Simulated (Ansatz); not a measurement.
Runs of Ansatz 0.2.0 on Cs. The structure is cubic, space group Fm-3m (No. 225). Conventional cell: a = 7.897 Å, b = 7.897 Å, c = 7.897 Å, α = 90.00°, β = 90.00°, γ = 90.00°. This isn't the form of Cs at room conditions, which is bcc.

| level | cutoff (eV) | gap on the mesh (eV) | pressure (GPa) |
| --- | --- | --- | --- |
| PBE0 | 420 | none | 0.0 |
| LDA | 420 | none | -0.4 |
| r2SCAN0 | 500 | none | 0.0 |
| HSE06 | 420 | none | 0.0 |
| PBEsol | 420 | none | (a) |
| r2SCAN | 500 | none | 0.0 |

Alike in all rows: task projected density of states; potentials or basis Ansatz PAW; no spin polarisation; cell as given; k mesh 4 × 4 × 4; smearing fermi-dirac 0.05 eV.

Q: Estimate the missing entries.

A: (a) -0.2.

Caveats: the PAW data sets come from PBE, with cores solved anew for the run's functional, which leaves a small shift of forces and pressure; the density of states is complete only up to the lowest level of the last band computed; the thresholds are loose for stress (some runs).

A k mesh can miss the band edges, and the runs leave out spin-orbit coupling on Cs.

A gap of «none» marks a metal or a gap under the smearing width.
